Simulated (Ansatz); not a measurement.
**Te2Mo monolayer (2H): phonons and vibrational spectra**

Task: relax Te2Mo monolayer (2H), then find its harmonic phonons.

Method: DFT PBEsol, scalar-relativistic, plane waves, PAW, in Ansatz 0.2.0.

## Step 1: The structure

The cell holds 3 atoms: 1 Mo and 2 Te. Its edges and angles: a = 3.530 Å, b = 3.530 Å, c = 20.000 Å, α = 90.0°, β = 90.0°, γ = 120.0°. Vacuum lies along c.

## Step 2: Bringing the structure to rest

The cell and atoms are relaxed, since residual forces and stress would shift the frequencies.

The program solves this slab on a cell height of its own, 31.0 Å, in place of the one typed.

input.yaml

```yaml
crystal:
  lattice:
    - [3.53, 0.0, 0.0]
    - [-1.765, 3.05707, 0.0]
    - [0.0, 0.0, 20.0]
  atoms:
    - { symbol: Mo, position: [0.333333, 0.666667, 0.5] }
    - { symbol: Te, position: [0.666667, 0.333333, 0.59] }
    - { symbol: Te, position: [0.666667, 0.333333, 0.41] }
  periodic: [true, true, false]
kpoints:
  mp_grid: { grid: [9, 9, 1] }
hamiltonian:
  xc: pbesol
scf:
  occupations: { method: gaussian, width: 0.02 }
output:
  forces: true
  stress: true
  eigenvalues: true
  write_density: true
  write_potential: true
  elf: true
  volumetric_format: npy
relax:
  adjacent_minimum: "off"
  f_tol: 0.005
  max_steps: 80
  cell: { stress_2d_tol: 0.02 }
```

On the command line:

```sh
> ansatz run input.yaml --threads 8 --pin off --max-ram 14336MiB --backend cpu --events-out ev --progress --plain --runs-dir out
```

Numbers of over 12 decimals in the logs are rounded to 6 here.

The log of the run:

```text
Warning: crystal.periodic: the lattice vector that does not repeat stood 0.000° off the slab's normal, 20.000 Å along it as the deck builds it. The run solves the slab on a vector along the normal, 31.000 Å long, with every atom where it was (on the deck's vector they left 16.40 Å outside them, and the widest stretch free of ions among them is 1.80 Å). A fractional position that the run reports is one of the run's ce [...]
Warning: the atoms were moved onto the symmetric positions of the space group found under crystal.symmetry.tolerance 1.0e-5 (fractional; no operation is sought that the atoms, as they stand in a round, miss by more than twice it, and no atom is moved by as much as it), and the run uses the moved positions. Before a round's move an operation carried an atom to 4.71e-6 Å from where it should land, the largest such dist [...]
crystal.periodic: the lattice vector that does not repeat stood 0.000° off the slab's normal, 20.000 Å along it as the deck builds it. The run solves the slab on a vector along the normal, 31.000 Å long, with every atom where it was (on the deck's vector they left 16.40 Å outside them, and the widest stretch free of ions among them is 1.80 Å). A fractional position that the run reports is one of the run's cell, which [...]
Engine: ansatz 0.2.0, x86_64-unknown-linux-gnu
Pseudopotentials: kind: paw
Pseudopotential: Mo, paw, valence charge 14, recommended cutoff 420 eV (normal), Mo.paw.azcp
Pseudopotential: Te, paw, valence charge 16, recommended cutoff 420 eV (normal), Te.paw.azcp
Functional definition: PBEsol
  exchange = pbesol_x
  correlation = pbesol_c
Crystal: 3 atoms, lattice volume = 334.535 Å³
Basis set: ecut = 420 eV, 6481 PW (Γ), exchange–correlation on 48×48×432 points (8 copies of the dense FFT grid, shifted against one another)
Bands: 28, of which v1, the nominal top of the filled ones, is band 23 counted from 1 (22 counted from 0)
Symmetry: 12 space group operations
Space group: P-6m2 (ITA 187), of the structure as read, at distance tolerance 6.9e-5 Å
k-points: 12 of 81 (time reversal used)
Non-local potential: Mo, projectors of the file, l = 0: 3, l = 1: 2, l = 2: 2, l = 3: 1
Non-local potential: Te, projectors of the file, l = 0: 2, l = 1: 2, l = 2: 2, l = 3: 2
PAW form: soft (Blöchl's): semilocal exchange-correlation on the pseudo side does not see the compensation charge
PAW frozen core: Mo, regenerated for the run's functional, and the local potential with it (the file was generated under x = pbe(κ = 0.804, μ = 0.219515), c = pbe(β = 0.066725))
PAW frozen core: Te, regenerated for the run's functional, and the local potential with it (the file was generated under x = pbe(κ = 0.804, μ = 0.219515), c = pbe(β = 0.066725))
PAW one-centre angular grid: Mo, 590 points (default); XC on 64 Gauss nodes
PAW one-centre angular grid: Te, 590 points (default); XC on 64 Gauss nodes
Initial density: superposition of atomic densities (neutral atoms: chi_scale 0, normalization atom), corrected by the library's trained network
Initial wavefunctions: pseudopotential atomic-orbital guess
Functional: x = pbesol(κ = 0.804, μ = 0.123457), c = pbesol(β = 0.046)
SCF iter   1: F=—  HF=-18701.263316 eV  |F-HF|=—  |Δ(HF+E_count)|=         —  Δρ=2.68e-3  dr2=1.27e-2  ethr=1.77e-3  ⟨swp⟩=17.5  Hψ=2639  notcnv=0
preconditioner: auto → Resta (q_TF=auto, 1.960 Å⁻¹)  ε∞=2.4  [insulator: Δε(μ)=1.142 eV  Ē_g=7.286 eV  σ=0.020 eV  W_gap=1.00  n_scr=18 (ndim 8)  ℏωp=8.6 eV  f_vac=0.751  D(μ)=0.00/eV (n_scr^D=0)  ε∞_Penn≈2.4  vacuum switching on, ρ_ref=3.8e-3 e/Å³]
SCF iter   2: F=—  HF=-18701.264517 eV  |F-HF|=—  |Δ(HF+E_count)|=   1.20e-3  Δρ=1.48e-3  dr2=1.01e-2  ethr=2.76e-5  ⟨swp⟩=3.8  Hψ=897  notcnv=0  defer=12
SCF iter   3: F=—  HF=-18701.266470 eV  |F-HF|=—  |Δ(HF+E_count)|=   1.95e-3  Δρ=1.31e-3  dr2=1.42e-2  ethr=2.20e-5  ⟨swp⟩=3.6  Hψ=596  notcnv=0  defer=12
SCF iter   4: F=—  HF=-18701.265596 eV  |F-HF|=—  |Δ(HF+E_count)|=   8.74e-4  Δρ=1.89e-4  dr2=8.67e-5  ethr=2.20e-5  ⟨swp⟩=2.5  Hψ=452  notcnv=0  defer=12
SCF iter   5: F=—  HF=-18701.265775 eV  |F-HF|=—  |Δ(HF+E_count)|=   1.80e-4  Δρ=8.95e-5  dr2=4.24e-5  ethr=1.89e-7  ⟨swp⟩=4.1  Hψ=814  notcnv=0  defer=12
SCF iter   6: F=—  HF=-18701.265774 eV  |F-HF|=—  |Δ(HF+E_count)|=   1.83e-6  Δρ=1.76e-5  dr2=1.05e-6  ethr=9.23e-8  ⟨swp⟩=3.5  Hψ=671  notcnv=0  defer=12
SCF iter   7: F=—  HF=-18701.265774 eV  |F-HF|=—  |Δ(HF+E_count)|=   8.17e-7  Δρ=7.75e-6  dr2=2.06e-7  ethr=2.27e-9  ⟨swp⟩=3.9  Hψ=800  notcnv=0  defer=12
iter 8 did not close the SCF: its close was put off until two iterations running show no level that it waits for move by more than its bar (scf_convergence_deferred on its scf_iter line)
SCF iter   8: F=-18701.265775 eV  HF=-18701.265775 eV  |F-HF|=7.85e-9  |Δ(HF+E_count)|=   3.85e-7  Δρ=1.89e-6  dr2=1.41e-8  ethr=2.17e-10  ⟨swp⟩=25.3  Hψ=3525  notcnv=0
SCF iter   9: F=-18701.265775 eV  HF=-18701.265775 eV  |F-HF|=1.60e-10  |Δ(HF+E_count)|=   1.41e-8  Δρ=9.05e-7  dr2=2.43e-9  ethr=3.07e-11  ⟨swp⟩=10.7  Hψ=2420  notcnv=0
SCF 1 converged in 9 iterations: F = -18701.265775 eV  dr2 = 2.43e-9
  greatest PAW one-centre occupation: 0.999 electrons in one spin orbital (limit 2), on the Mo atom at site 0 (counted from 0), in its partial waves of l = 0
relax step   1: F+E_penalty+E_count = -18701.26577475 eV  Δ(F+E_penalty+E_count) = +0.000e0 eV  max|allowed force component| = 1.590e-1 eV/Å  Δτ_max = 0.0000 Å  P = -1.500 N/m  Ω = 334.535 Å³  fix = [c, alpha, beta]  reactions: c -0.000 N/m  (9 SCF iters, dr2 threshold 1.00e-7 eV, accepted)
Crystal: 3 atoms, lattice volume = 325.721 Å³
Basis set: ecut = 420 eV, 6361 PW (Γ), exchange–correlation on 48×48×432 points (8 copies of the dense FFT grid, shifted against one another)
Initial density: handed on by an earlier stage of this run
Initial wavefunctions: those handed on with the density
iter 1 solved again at ethr=4.69e-5 eV; its pass at ethr=3.10e-3 eV (dr2=2.16e-2 eV) is discarded
SCF iter   1: F=—  HF=-18701.269428 eV  |F-HF|=—  |Δ(HF+E_count)|=         —  Δρ=1.34e-3  dr2=2.18e-2  ethr=4.69e-5  ⟨swp⟩=2.9  Hψ=2559  notcnv=0
preconditioner: auto → Resta (q_TF=auto, 1.969 Å⁻¹)  ε∞=2.4  [insulator: Δε(μ)=1.184 eV  Ē_g=7.455 eV  σ=0.020 eV  W_gap=1.00  n_scr=18 (ndim 8)  ℏωp=8.7 eV  f_vac=0.750  D(μ)=0.00/eV (n_scr^D=0)  ε∞_Penn≈2.4  vacuum switching on, ρ_ref=4.0e-3 e/Å³]
SCF iter   2: F=—  HF=-18701.271806 eV  |F-HF|=—  |Δ(HF+E_count)|=   2.38e-3  Δρ=1.98e-3  dr2=4.27e-2  ethr=4.69e-5  ⟨swp⟩=4.2  Hψ=676  notcnv=0
SCF iter   3: F=—  HF=-18701.267288 eV  |F-HF|=—  |Δ(HF+E_count)|=   4.52e-3  Δρ=5.99e-4  dr2=2.65e-3  ethr=4.69e-5  ⟨swp⟩=3.2  Hψ=519  notcnv=0
SCF iter   4: F=—  HF=-18701.266857 eV  |F-HF|=—  |Δ(HF+E_count)|=   4.31e-4  Δρ=1.15e-4  dr2=1.13e-4  ethr=5.77e-6  ⟨swp⟩=2.6  Hψ=564  notcnv=0
SCF iter   5: F=—  HF=-18701.266930 eV  |F-HF|=—  |Δ(HF+E_count)|=   7.27e-5  Δρ=3.57e-5  dr2=2.29e-6  ethr=2.45e-7  ⟨swp⟩=2.8  Hψ=624  notcnv=0
SCF iter   6: F=—  HF=-18701.266930 eV  |F-HF|=—  |Δ(HF+E_count)|=   5.00e-7  Δρ=2.73e-5  dr2=2.94e-6  ethr=6.52e-10  ⟨swp⟩=21.7  Hψ=4146  notcnv=0
SCF iter   7: F=-18701.266929 eV  HF=-18701.266929 eV  |F-HF|=7.17e-8  |Δ(HF+E_count)|=   9.40e-7  Δρ=5.04e-6  dr2=8.88e-8  ethr=6.52e-10  ⟨swp⟩=12.4  Hψ=3050  notcnv=0
SCF 2 converged in 7 iterations: F = -18701.266929 eV  dr2 = 8.88e-8
relax step   2: F+E_penalty+E_count = -18701.26692917 eV  Δ(F+E_penalty+E_count) = -1.154e-3 eV  max|allowed force component| = 3.778e-1 eV/Å  Δτ_max = 0.0194 Å  P = +1.032 N/m  Ω = 325.721 Å³  energy of the carried Pulay correction = +3.722e-4 eV  fix = [c, alpha, beta]  reactions: c +0.000 N/m  (7 SCF iters, dr2 threshold 3.00e-7 eV, accepted)
Crystal: 3 atoms, lattice volume = 324.975 Å³
Basis set: ecut = 420 eV, 6337 PW (Γ), exchange–correlation on 48×48×432 points (8 copies of the dense FFT grid, shifted against one another)
iter 1 solved again at ethr=2.04e-5 eV; its pass at ethr=3.10e-3 eV (dr2=9.37e-3 eV) is discarded
SCF iter   1: F=—  HF=-18701.276867 eV  |F-HF|=—  |Δ(HF+E_count)|=         —  Δρ=1.27e-3  dr2=8.59e-3  ethr=2.04e-5  ⟨swp⟩=3.2  Hψ=2292  notcnv=0
preconditioner: auto → Resta (q_TF=auto, 1.970 Å⁻¹)  ε∞=2.4  [insulator: Δε(μ)=1.255 eV  Ē_g=7.388 eV  σ=0.020 eV  W_gap=1.00  n_scr=18 (ndim 8)  ℏωp=8.7 eV  f_vac=0.748  D(μ)=0.00/eV (n_scr^D=0)  ε∞_Penn≈2.4  vacuum switching on, ρ_ref=4.0e-3 e/Å³]
SCF iter   2: F=—  HF=-18701.277238 eV  |F-HF|=—  |Δ(HF+E_count)|=   3.71e-4  Δρ=1.23e-3  dr2=1.61e-2  ethr=1.87e-5  ⟨swp⟩=3.4  Hψ=613  notcnv=0
SCF iter   3: F=—  HF=-18701.275552 eV  |F-HF|=—  |Δ(HF+E_count)|=   1.69e-3  Δρ=4.46e-4  dr2=6.35e-4  ethr=1.87e-5  ⟨swp⟩=3.2  Hψ=577  notcnv=0
SCF iter   4: F=—  HF=-18701.275422 eV  |F-HF|=—  |Δ(HF+E_count)|=   1.30e-4  Δρ=1.18e-4  dr2=2.61e-5  ethr=1.38e-6  ⟨swp⟩=3.1  Hψ=533  notcnv=0
SCF iter   5: F=—  HF=-18701.275501 eV  |F-HF|=—  |Δ(HF+E_count)|=   7.94e-5  Δρ=2.70e-5  dr2=4.16e-6  ethr=5.68e-8  ⟨swp⟩=3.5  Hψ=658  notcnv=0
SCF iter   6: F=-18701.275501 eV  HF=-18701.275501 eV  |F-HF|=5.87e-8  |Δ(HF+E_count)|=   1.71e-8  Δρ=6.21e-6  dr2=2.35e-7  ethr=6.52e-10  ⟨swp⟩=16.5  Hψ=3768  notcnv=0
SCF 3 converged in 6 iterations: F = -18701.275501 eV  dr2 = 2.35e-7
relax step   3: F+E_penalty+E_count = -18701.27550147 eV  Δ(F+E_penalty+E_count) = -8.572e-3 eV  max|allowed force component| = 9.483e-2 eV/Å  Δτ_max = 0.0342 Å  P = +0.180 N/m  Ω = 324.975 Å³  energy of the carried Pulay correction = +4.042e-4 eV  fix = [c, alpha, beta]  reactions: c +0.000 N/m  (6 SCF iters, dr2 threshold 3.00e-7 eV, accepted)
[...]
relax step   4: F+E_penalty+E_count = -18701.27682606 eV  Δ(F+E_penalty+E_count) = -1.325e-3 eV  max|allowed force component| = 4.518e-3 eV/Å  Δτ_max = 0.0119 Å  P = -0.083 N/m  Ω = 327.603 Å³  energy of the carried Pulay correction = +2.919e-4 eV  fix = [c, alpha, beta]  reactions: c -0.000 N/m  (6 SCF iters, dr2 threshold 3.00e-7 eV, accepted)
[...]
relax step   5: F+E_penalty+E_count = -18701.27687896 eV  Δ(F+E_penalty+E_count) = -5.290e-5 eV  max|allowed force component| = 4.078e-4 eV/Å  Δτ_max = 0.0006 Å  P = +0.001 N/m  Ω = 327.162 Å³  energy of the carried Pulay correction = +3.107e-4 eV  fix = [c, alpha, beta]  reactions: c +0.000 N/m  (6 SCF iters, dr2 threshold 9.39e-9 eV, accepted)
Initial wavefunctions: pseudopotential atomic-orbital guess (no wavefunctions were taken with the density)
iter 1 solved again at ethr=2.37e-8 eV; its pass at ethr=3.10e-3 eV (dr2=1.09e-5 eV) is discarded
SCF iter   1: F=—  HF=-18701.276484 eV  |F-HF|=—  |Δ(HF+E_count)|=         —  Δρ=1.26e-5  dr2=7.31e-8  ethr=2.37e-8  ⟨swp⟩=7.3  Hψ=4352  notcnv=0
SCF iter   2: F=—  HF=-18701.276563 eV  |F-HF|=—  |Δ(HF+E_count)|=   7.96e-5  Δρ=6.24e-6  dr2=2.18e-8  ethr=1.59e-10  ⟨swp⟩=3.8  Hψ=868  notcnv=0
SCF iter   3: F=—  HF=-18701.276563 eV  |F-HF|=—  |Δ(HF+E_count)|=   2.32e-8  Δρ=2.74e-6  dr2=6.96e-8  ethr=4.74e-11  ⟨swp⟩=2.9  Hψ=697  notcnv=0
SCF iter   4: F=—  HF=-18701.276563 eV  |F-HF|=—  |Δ(HF+E_count)|=   7.05e-9  Δρ=1.02e-6  dr2=2.38e-9  ethr=4.74e-11  ⟨swp⟩=3.0  Hψ=537  notcnv=0
SCF iter   5: F=—  HF=-18701.276563 eV  |F-HF|=—  |Δ(HF+E_count)|=  3.13e-10  Δρ=1.67e-7  dr2=3.02e-11  ethr=5.18e-12  ⟨swp⟩=3.5  Hψ=593  notcnv=0
SCF iter   6: F=—  HF=-18701.276563 eV  |F-HF|=—  |Δ(HF+E_count)|=  8.00e-11  Δρ=2.96e-8  dr2=6.03e-12  ethr=1.00e-12  ⟨swp⟩=1.8  Hψ=453  notcnv=0
SCF iter   7: F=-18701.276563 eV  HF=-18701.276563 eV  |F-HF|=7.28e-12  |Δ(HF+E_count)|=    0.00e0  Δρ=9.76e-9  dr2=4.49e-13  ethr=1.00e-12  ⟨swp⟩=11.6  Hψ=2174  notcnv=0
SCF 6 converged in 7 iterations: F = -18701.276563 eV  dr2 = 4.49e-13
relax step   6: F+E_penalty+E_count = -18701.27656311 eV  Δ(F+E_penalty+E_count) = +3.159e-4 eV  max|allowed force component| = 4.642e-4 eV/Å  Δτ_max = 0.0000 Å  P = +0.002 N/m  Ω = 327.162 Å³  fix = [c, alpha, beta]  reactions: c +0.000 N/m  stress off target by 1.96e-3 N/m on what of the cell is left free  SCF on the basis re-selected at this cell (its energy is not comparable with the rows above)  (7 SCF iters)
basis re-selected at this cell: Δ(F+E_penalty+E_count) = +3.159e-4 eV, ΔP = +0.000 N/m vs the last step (what re-selecting the basis moved, of the pressure what is left beyond the Pulay correction that the steps carried, after the strain that the cell walked since its last selection, with what the two solves' SCF thresholds leave and, on support functions, any second-order correction that the steps lacked; it is no m [...]
SCF converged after 7 iterations
Free energy (F): -18701.276563 eV
Harris-Foulkes:  -18701.276563 eV  (|F-HF|=7.28e-12)
Internal energy: -18701.276563 eV  (E = F + TS)
E sigma→0 (E₀):  -18701.276563 eV
Fermi energy:    -4.324941 eV
--- Per-component energies (eV) ---
  E_band       = -1362.121755
  E_kinetic    = 805.816845
  E_local      = -110594.940326  (includes V_loc(G=0)·N_el)
  E_nonlocal   = -469.560523
  E_hartree    = 55120.932866
  E_xc         = -430.154655
  E_vxc        = -438.132955  (∫ρ·V_xc dr)
  E_paw        = -12314.379512  (= ΣΔE_a)
  E_vpaw       = -907.170141  (= ΣTr[D̂ρ^β])
  E_aug_tail   = -0.000308  (compensation charges beyond the density's cutoff)
  E_ewald      = 49180.050121
  E_core_change = 0.958930  (= ΣΔE_core)
  E_smearing   = -0.000000  (= −TS)
  E_closure    = 0.000000  (closes the sum)
  Σ components = -18701.276563   (vs F -18701.276563, Δ=0.00e0)
--- Forces (eV/Å), atoms counted from 1 ---
  atom   1  Mo     0.00000000     0.00000000    -0.00000000
  atom   2  Te     0.00000000    -0.00000000     0.00046423
  atom   3  Te     0.00000000    -0.00000000    -0.00046423
  max |Σ_I F_I| component: 2.78e-17 eV/Å
--- 2D stress c σ (N/m, compression-positive) ---
        0.001955      -0.000000       0.000000
       -0.000000       0.001955       0.000000
        0.000000       0.000000       0.000000
  P = ½ c Tr σ = 0.0020 N/m
--- Band table (eV; the first three rows and the last of 12) ---
  k-point 0: bands = [... 19 lower, -6.5580, -5.7535, -5.7535, -5.4938, -1.6538 (-1.6538°), -1.6538 (-1.6538°), -1.3569, -1.3569, ... 1 higher]
  k-point 1: bands = [... 19 lower, -6.4097, -5.9797, -5.6660, -5.5022, -2.3014, -2.2820, -1.7317 (-1.7317°), -1.5183, ... 1 higher]
  k-point 2: bands = [... 19 lower, -6.4678, -6.0108, -5.9743, -5.6877, -3.2907, -2.6776, -2.4605, -1.2865, ... 1 higher]
  k-point 11: bands = [... 19 lower, -7.9784, -7.8625, -6.7000, -4.9266, -3.7233, -3.0731, -2.2470, -0.6528, ... 1 higher]
  ° read free of the cell's end (the report's vacuum.weakly_bound_levels)
--- Relaxed structure (5 steps of the walk, 5 accepted, 1 SCFs on fresh bases) ---
  F+E_penalty+E_count = -18701.27656311 eV   max|allowed force component| = 4.642e-4 eV/Å   (the final SCF, on the basis selected at the relaxed cell)
  cell:  # Å, volume = 327.1621 Å³
    - [3.490883, 0, 0]
    - [-1.745442, 3.023194, 0]
    - [0, 0, 31.0]
  atoms:
    - { symbol: Mo, position: [0.333333, 0.666667, 0.322581] }
    - { symbol: Te, position: [0.666667, 0.333333, 0.380756] }
    - { symbol: Te, position: [0.666667, 0.333333, 0.264406] }
```

The job ended after 19 s (8 threads of AMD EPYC 7R43, shared host; peak memory 0.9 GiB).

The steps of the relaxation:

```tsv
step	energy less that of the first step (eV)	largest force component (eV/Å)	volume (Å³)
1	0.0000	0.1590	334.54
2	-0.0012	0.3778	325.72
3	-0.0097	0.0948	324.98
4	-0.0111	0.0045	327.60
5	-0.0111	0.0004	327.16
6*	-0.0108	0.0005	327.16
```

Relaxation steps marked * repeat the geometry before them on a plane-wave basis chosen anew for their cell, so energy and pressure can jump there.

Forces are held to the 12 operations that the run works with; a distortion that breaks them can't arise in this run.

```tsv
cell as run	before	after	change
a (Å)	3.530	3.491	-1.1 %
b (Å)	3.530	3.491	-1.1 %
```

The relaxed structure:

```xyz
3
Lattice="3.4909 0.0000 0.0000 -1.7454 3.0232 0.0000 0.0000 0.0000 31.0000" Properties=species:S:1:pos:R:3
Mo    0.0000    2.0155   10.0000
Te    1.7454    1.0077   11.8034
Te    1.7454    1.0077    8.1966
```

This step gave:

```yaml
gap_on_the_k_mesh: 1.203 eV
direct_gap_on_mesh: 1.203 eV
area_per_atom: 3.518 Å²
```

ELF in the ac plane at fractional y = 0.333, with atoms of Te within 0.2 Å of it. It is the smooth field of the valence electrons, not physical close to the nuclei.

Ten even steps from '_' (0.00) to '@' (0.78), each cell a mean:
```
____________________________
____________________________
____________________________
____________________________
____________________________
____________________________
____________________________
____________________________
____________________________
____________________________
____________________________
____________________________
______________..::::::....__
--..____::++##@@@@@@@@@@%%**
**==::--**##**==--::::==**##
==--::::==++++++==--====++++
--::::::----================
**++----******--......::++**
++::__..==##@@@@@@%%@@@@@@%%
__________..::==++++++==--::
____________________________
____________________________
____________________________
____________________________
```
Columns run along a (3.5 Å), rows up along c (31.0 Å). Atoms in or near the plane, at fractional coordinates: Te at (0.67, 0.38), Te at (0.67, 0.26).

Electrostatic potential energy in the ac plane at fractional y = 0.333, with atoms of Te within 0.2 Å of it. With pseudopotentials it is smooth inside the atoms' cores, unlike the true potential.

Ten even steps from '0' (-19 eV) to '9' (0 eV), each cell a mean:
```
99999999999999
99999999999999
99999999999999
99999999999999
99999999999999
99999999999999
99999999999999
99999999999999
99999999999999
99999999999999
99999999999999
99999999999999
99999999999999
99999998888889
68887314676521
66666533454434
54345665555566
57886204898610
89998865555567
99999999999999
99999999999999
99999999999999
99999999999999
99999999999999
```
Columns run along a (3.5 Å; values clipped at the 3rd and 97th percentile), rows up along c (31.0 Å). Atoms in or near the plane, at fractional coordinates: Te at (0.67, 0.38), Te at (0.67, 0.26).

Valence density in the ac plane at fractional y = 0.333, with atoms of Te within 0.2 Å of it. It is the smooth field of the valence electrons, not physical close to the nuclei.

Ten steps, logarithmic in the rise over the least value, from '_' (0 e/Å³) to '@' (11 e/Å³), each cell a mean:
```
____________________________
____________________________
____________________________
____________________________
____________________________
____________________________
____________________________
____________________________
____________________________
____________________________
____________________________
____________________________
____________________________
____________..............__
::......::--==##%%@@@@%%++--
::::::::::----++**##**++==--
::--------::::----------::::
--::..::::--==##@@@@@@%%**==
..______....::--======--::::
____________________________
____________________________
____________________________
____________________________
____________________________
```
Columns run along a (3.5 Å), rows up along c (31.0 Å). Atoms in or near the plane, at fractional coordinates: Te at (0.67, 0.38), Te at (0.67, 0.26).

(Part 1 of 3 ends here.)

[Logs are printed without paths, hosts, clocks, repeated set-up lines and the standing remarks that a program may print on its own settings, such as how far it seeks lower states.]

[Hosts, paths, dates, database ids (printed as entryN), source tags and the programs' standing remarks are cut or masked in the printed files.]
